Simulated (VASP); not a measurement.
# SnTe (Fm-3m) in VASP: a series of runs, part 3 of 3

VASP 6.6.1.

## 5. Single point, r2SCAN (34.39 Å³/atom)

This run uses another cell than the first one, of 34.39 Å³/atom.

The input, POSCAR:

```
SnTe
1.0
    0.0000000000      3.2519068155      3.2519068155
    3.2519068155      0.0000000000      3.2519068155
    3.2519068155      3.2519068155      0.0000000000
Sn Te
1 1
Direct
    0.0000000000      0.0000000000      0.0000000000
    0.5000000000      0.5000000000      0.5000000000
```

The input, INCAR.step1:

```
PREC = Accurate
ENCUT = 550
ISMEAR = -1
SIGMA = 0.02
LREAL = F
LASPH = T
NELM = 120
NBANDS = 17
GGA = PE
ALGO = Normal
EDIFF = 1E-5
LWAVE = T
LCHARG = F
GGA_COMPAT = F
```

The input, INCAR.step2:

```
PREC = Accurate
ENCUT = 550
EDIFF = 1E-6
ISMEAR = -1
SIGMA = 0.02
LREAL = F
LASPH = T
NELM = 120
ALGO = Normal
ISIF = 2
LWAVE = F
LCHARG = F
METAGGA = R2SCAN
LMIXTAU = T
NBANDS = 17
ISTART = 1
GGA_COMPAT = F
```

The input, KPOINTS:

```
regular mesh
0
Gamma
  6 6 6
```

Potentials or basis: VASP PAW PBE potentials, release 64 (Sn_d, Te).

The run is started by

```sh
cat potpaw_PBE.64/Sn_d/POTCAR potpaw_PBE.64/Te/POTCAR > POTCAR
cp INCAR.step1 INCAR
mpirun -np 1 vasp_std > vasp.out
cp INCAR.step2 INCAR
mpirun -np 1 vasp_std > vasp.out
```

OUTCAR:

```text
PREC = Accurate
   ENCUT = 550
   EDIFF = 1E-6
   ISMEAR = -1
   LREAL = F
   LASPH = T
   NELM = 120
   ISIF = 2
   METAGGA = R2SCAN
   ISTART = 1

 ion  position               nearest neighbor table
   1  0.000  0.000  0.000-   2 3.25   2 3.25   2 3.25   2 3.25   2 3.25   2 3.25
   2  0.500  0.500  0.500-   1 3.25   1 3.25   1 3.25   1 3.25   1 3.25   1 3.25

  LATTYP: Found a face centered cubic cell.
 ALAT       =     6.5038136310

  Lattice vectors:

 A1 = (   0.0000000000,   3.2519068155,   3.2519068155)
 A2 = (   3.2519068155,   0.0000000000,   3.2519068155)
 A3 = (   3.2519068155,   3.2519068155,   0.0000000000)

Analysis of symmetry for initial positions (statically):
=====================================================================
 Subroutine PRICEL returns:
 Original cell was already a primitive cell.

 Routine SETGRP: Setting up the symmetry group for a
 face centered cubic supercell.

 Subroutine GETGRP returns: Found 48 space group operations
 (whereof 48 operations were pure point group operations)
 out of a pool of 48 trial point group operations.

The static configuration has the point symmetry O_h .

Analysis of symmetry for dynamics (positions and initial velocities):
=====================================================================
 Subroutine PRICEL returns:
 Original cell was already a primitive cell.

 Routine SETGRP: Setting up the symmetry group for a
 face centered cubic supercell.

 Subroutine GETGRP returns: Found 48 space group operations
 (whereof 48 operations were pure point group operations)
 out of a pool of 48 trial point group operations.

The dynamic configuration has the point symmetry O_h .

 Subroutine INISYM returns: Found 48 space group operations
 (whereof 48 operations are pure point group operations),
 and found     1 'primitive' translations

----------------------------------------------------------------------------------------

                                     Primitive cell

  volume of cell :      68.7772

  direct lattice vectors                    reciprocal lattice vectors
     0.000000000  3.251906815  3.251906815    -0.153755943  0.153755943  0.153755943
     3.251906815  0.000000000  3.251906815     0.153755943 -0.153755943  0.153755943
     3.251906815  3.251906815  0.000000000     0.153755943  0.153755943 -0.153755943

  length of vectors
     4.598890722  4.598890722  4.598890722     0.266313106  0.266313106  0.266313106

  position of ions in fractional coordinates (direct lattice)
     0.000000000  0.000000000  0.000000000
     0.500000000  0.500000000  0.500000000

  ion indices of the primitive-cell ions
   primitive index   ion index
                 1           1
                 2           2

----------------------------------------------------------------------------------------

 KPOINTS: regular mesh

Automatic generation of k-mesh.
 Grid dimensions read from file:
 generate k-points for:    6    6    6

 Generating k-lattice:

  Cartesian coordinates                     Fractional coordinates (reciprocal lattice)
    -0.025625991  0.025625991  0.025625991     0.166666667  0.000000000  0.000000000
     0.025625991 -0.025625991  0.025625991     0.000000000  0.166666667  0.000000000
     0.025625991  0.025625991 -0.025625991     0.000000000  0.000000000  0.166666667

  Length of vectors
     0.044385518  0.044385518  0.044385518

  Shift w.r.t. Gamma in fractional coordinates (k-lattice)
     0.000000000  0.000000000  0.000000000

 Subroutine IBZKPT returns following result:
 ===========================================

 Found     16 irreducible k-points:

 Following reciprocal coordinates:
            Coordinates               Weight
  0.000000  0.000000  0.000000      1.000000
  0.166667  0.000000  0.000000      8.000000
  0.333333  0.000000  0.000000      8.000000
  0.500000  0.000000  0.000000      4.000000
  0.166667  0.166667  0.000000      6.000000
  0.333333  0.166667  0.000000     24.000000
[... 8 lines left out ...]
 -0.333333  0.333333  0.166667     24.000000
 -0.333333  0.500000  0.166667     12.000000
   k-points           NKPTS =     16   k-points in BZ     NKDIM =     16   number of bands    NBANDS=     17
   number of dos      NEDOS =    301   number of ions     NIONS =      2
   total plane-waves  NPLWV =  46656
   dimension x,y,z NGX =    36 NGY =   36 NGZ =   36
   dimension x,y,z NGXF=    72 NGYF=   72 NGZF=   72
   ions per type =               1   1
   NGX,Y,Z   is equivalent  to a cutoff of  13.01, 13.01, 13.01 a.u.
   NGXF,Y,Z  is equivalent  to a cutoff of  26.03, 26.03, 26.03 a.u.
 SYSTEM =  unknown system
   PREC   = accura    normal or accurate (medium, high low for compatibility)
   ISTART =      1    job   : 0-new  1-cont  2-samecut
   ICHARG =      0    charge: 1-file 2-atom 10-const
   ISPIN  =      1    spin polarized calculation?
   LNONCOLLINEAR =      F non collinear calculations
   LSORBIT =      F    spin-orbit coupling
   LASPH  =      T    aspherical Exc in radial PAW
   ENCUT  =  550.0 eV  40.42 Ry    6.36 a.u.   8.79  8.79  8.79*2*pi/ulx,y,z
   NELM   =    120;   NELMIN=  2; NELMDL=  0     # of ELM steps
   EDIFF  = 0.1E-05   stopping-criterion for ELM
   LREAL  =      F    real-space projection
   EDIFFG = 0.1E-04   stopping-criterion for IOM
   NSW    =      0    number of steps for IOM
   IBRION =     -1    ionic relax: 0-MD 1-quasi-New 2-CG
   NFREE  =      0    steps in history (QN), initial steepest desc. (CG)
   ISIF   =      2    stress and relaxation
   ISYM   =      2    0-nonsym 1-usesym 2-fastsym
   POTIM  = 0.5000    time-step for ionic-motion
   TEBEG  =    0.0;   TEEND  =   0.0 temperature during run
   PSTRESS=    0.0 pullay stress
   NELECT =      20.0000    total number of electrons
   NUPDOWN=      -1.0000    fix difference up-down
   EMIN   =  10.00;   EMAX   =-10.00  energy-range for DOS
   EFERMI =   0.00;   METHOD = LEGACY
   ISMEAR =    -1;   SIGMA  =   0.02  broadening in eV -4-tet -1-fermi 0-gaus
   EFERMI_NEDOS =   21; number of points for ismear=-14 and -15
   IALGO  =     38    algorithm
   IMIX   =      4    mixing-type and parameters
     AMIX     =   0.40;   BMIX     =  1.00
     AMIX_MAG =   1.60;   BMIX_MAG =  1.00
  volume/ion in A,a.u.               =      34.39       232.07
  Fermi-wavevector in a.u.,A,eV,Ry     =   1.084601  2.049599 16.005346  1.176360
  Thomas-Fermi vector in A             =   2.220695
   LORBIT       =      0    0 simple, 1 ext, 2 COOP (PROOUT), +10 PAW based schemes
   METAGGA = R2SCAN    functional components
   LHFCALC =     F    Hartree Fock is set to
   AEXX    =    0.0000 exact exchange contribution
   IVDW    =     0    specifies the selected vdW correction
   LEPSILON=     F    determine dielectric tensor
   LRPA    =     F    only Hartree local field effects (RPA)
 non-spin polarized calculation
  energy-cutoff  :      550.00
  volume of cell :       68.78
 maximum number of plane-waves:      2044
   NGX = 17   NGY = 17   NGZ = 17

 number of electron      19.9999999 magnetization

 Free energy of the ion-electron system (eV)
  ---------------------------------------------------
  ext. energy  EPLUGINS =         0.00000000
  ---------------------------------------------------
  free energy    TOTEN  =       -50.65558590 eV

  energy without entropy =      -50.65558017  energy(sigma->0) =      -50.65558304

 E-fermi :   5.8741     XC(G=0):  -9.6179

 val. band max:        5.7197051289   @ k =   0.5000   0.0000   0.0000
 cond. band min:       6.0284743504   @ k =   0.5000   0.0000   0.0000
 fundamental gap:      0.3087692215
 Fermi energy:         5.8740897186

 k-point     1 :       0.0000    0.0000    0.0000
  band No.  band energies     occupation
      1     -16.8781      2.00000
      2     -16.8781      2.00000
      3     -16.8729      2.00000
      4     -16.8729      2.00000
      5     -16.8729      2.00000
      6      -6.9330      2.00000
[... 9 lines left out ...]
     16      11.0116      0.00000
     17      12.8671      0.00000
[... 281 lines left out ...]
 k-point    16 :      -0.3333    0.5000    0.1667
  band No.  band energies     occupation
      1     -16.8875      2.00000
      2     -16.8771      2.00000
      3     -16.8729      2.00000
      4     -16.8680      2.00000
      5     -16.8655      2.00000
      6      -5.5064      2.00000
[... 9 lines left out ...]
     16      15.9221      0.00000
     17      17.1424      0.00000

------------------------ aborting loop because EDIFF is reached ----------------------------------------

  FORCE on cell =-STRESS in cart. coord.  units (eV):
  Direction    XX          YY          ZZ          XY          YZ          ZX
  --------------------------------------------------------------------------------------
  -------------------------------------------------------------------------------------
  Total       -0.9876475     -0.9876475     -0.9876475      0.0000000      0.0000000     -0.0000000
  in kB      -23.0074397    -23.0074397    -23.0074397      0.0000000      0.0000000     -0.0000000
  external PRESSURE =     -23.0074397 kB  Pullay stress =       0.0000000 kB

 VOLUME and BASIS-vectors are now :
 -----------------------------------------------------------------------------
  energy-cutoff  :      550.00
  volume of cell :       68.78
      direct lattice vectors                 reciprocal lattice vectors
     0.000000000  3.251906815  3.251906815    -0.153755943  0.153755943  0.153755943
     3.251906815  0.000000000  3.251906815     0.153755943 -0.153755943  0.153755943
     3.251906815  3.251906815  0.000000000     0.153755943  0.153755943 -0.153755943

 POSITION                                       TOTAL-FORCE (eV/Angst)
 -----------------------------------------------------------------------------------
      0.00000      0.00000      0.00000         0.000000     -0.000000      0.000000
      3.25191      3.25191      3.25191        -0.000000      0.000000     -0.000000
 -----------------------------------------------------------------------------------
    total drift:                               -0.000000      0.000000      0.000000

  FREE ENERGIE OF THE ION-ELECTRON SYSTEM (eV)
  ---------------------------------------------------
  free  energy   TOTEN  =       -50.6555859037 eV

  energy  without entropy=      -50.6555801681  energy(sigma->0) =      -50.65558304
```

OUTCAR.step1:

```text
PREC = Accurate
   ENCUT = 550
   ISMEAR = -1
   LREAL = F
   LASPH = T
   NELM = 120
[... 527 lines left out ...]
 -----------------------------------------------------------------------------------
      0.00000      0.00000      0.00000         0.000000     -0.000000      0.000000
      3.25191      3.25191      3.25191         0.000000      0.000000      0.000000
 -----------------------------------------------------------------------------------
    total drift:                               -0.000000      0.000000      0.000000

  FREE ENERGIE OF THE ION-ELECTRON SYSTEM (eV)
  ---------------------------------------------------
  free  energy   TOTEN  =        -7.5504825674 eV

  energy  without entropy=       -7.5503646396  energy(sigma->0) =       -7.55042360
```

OSZICAR.step1:

```text
N       E                     dE             d eps       ncg     rms          rms(c)
DAV:   1     0.126640790090E+03    0.12664E+03   -0.96699E+03   546   0.136E+03
DAV:   2     0.422315188864E+01   -0.12242E+03   -0.11825E+03   562   0.332E+02
DAV:   3    -0.729248253403E+01   -0.11516E+02   -0.11426E+02   727   0.908E+01
DAV:   4    -0.762144091084E+01   -0.32896E+00   -0.32875E+00   616   0.159E+01
DAV:   5    -0.763523907725E+01   -0.13798E-01   -0.13797E-01   808   0.317E+00    0.368E+00
DAV:   6    -0.754855933825E+01    0.86680E-01   -0.20798E-01   693   0.275E+00    0.234E+00
DAV:   7    -0.754920160875E+01   -0.64227E-03   -0.64616E-02   640   0.111E+00    0.900E-01
DAV:   8    -0.755041732455E+01   -0.12157E-02   -0.77951E-03   646   0.705E-01    0.158E-01
DAV:   9    -0.755047307189E+01   -0.55747E-04   -0.11708E-03   765   0.279E-01    0.461E-02
DAV:  10    -0.755047353386E+01   -0.46198E-06   -0.16158E-04   656   0.933E-02    0.247E-02
DAV:  11    -0.755048256737E+01   -0.90335E-05   -0.48496E-05   645   0.462E-02
   1 F= -.75504826E+01 E0= -.75504236E+01  d E =-.117928E-03
```

It took 30 s on 1 thread of Intel Xeon 6975P-C (Granite Rapids), shared host; peak memory 0.22 GiB.

Results:

```yaml
Free_energy: -50.6556 eV
Pressure: -2.3 GPa
Band_gap_on_the_k_mesh: 0.31 eV
```

Caveat: the PAW data sets were made with another functional, which shifts forces and pressure a little; spin-orbit coupling is left out, which moves the levels of the heavy elements.

## 6. The runs side by side

| cell | gap on the mesh (eV) | pressure (GPa) |
| --- | --- | --- |
| a = 4.465 Å, angles 60.0°, 2 atoms | 0.05 | 1.4 |
| a = 4.510 Å, angles 60.0°, 2 atoms | 0.14 | 0.0 |
| a = 4.555 Å, angles 60.0°, 2 atoms | 0.23 | -1.2 |
| a = 4.599 Å, angles 60.0°, 2 atoms | 0.31 | -2.3 |

Alike in all rows: task single point; level r2SCAN; potentials or basis VASP PAW PBE potentials, release 64 (Sn_d, Te); no spin polarisation; k mesh 6 × 6 × 6; cutoff (eV) 550; smearing fermi-dirac 0.02 eV.

Caveats: the PAW data sets were made with another functional, which shifts forces and pressure a little; spin-orbit coupling is left out, which moves the levels of the heavy elements.

Absolute energies hang on the potentials; compare differences alone.

## 7. Comparison with measurements

Step 3. Measured gap of SnTe: 0.18 eV (direct; 300 K; a printed reference work, textbook). This calculation gives 0.14 eV (-0.04 eV). Spin-orbit coupling on Sn, Te is left out. The value is that of r2SCAN on a finite k mesh, which can miss the band edges, without temperature or zero-point motion.
